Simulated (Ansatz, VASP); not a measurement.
**One calculation of SrO, two programs**

```xyz
2
Lattice="3.1029 0.0000 0.0000 0.0000 3.1029 0.0000 0.0000 0.0000 3.1029" Properties=species:S:1:pos:R:3 pbc="T T T"
Sr    0.0000    0.0000    0.0000
O     1.5514    1.5514    1.5514
```

Alike in both runs: task single point; functional r2SCAN; k mesh 6 × 6 × 6; no spin polarisation.

|  | VASP | Ansatz |
| --- | --- | --- |
| version | VASP 6.6.1 | Ansatz 0.2.0 |
| potentials or method | VASP PAW PBE potentials, release 64 (Sr_sv, O) | plane waves, PAW |
| plane-wave cutoff (eV) | 520 | 500 |
| occupations | gaussian, width 0.01 eV | fixed |
| valence electrons in the cell | 16 | 16 |

Ansatz gave:

```
gap on the k mesh at the Fermi level (eV) : 3.31
pressure (GPa)                            : 0.0
```

Which values does VASP return?

gap on the k mesh at the Fermi level (eV): 3.24; pressure (GPa): 0.8.

Caveats: the PAW data sets were made with another functional, which shifts forces and pressure a little (VASP). A k mesh can miss the band edges.
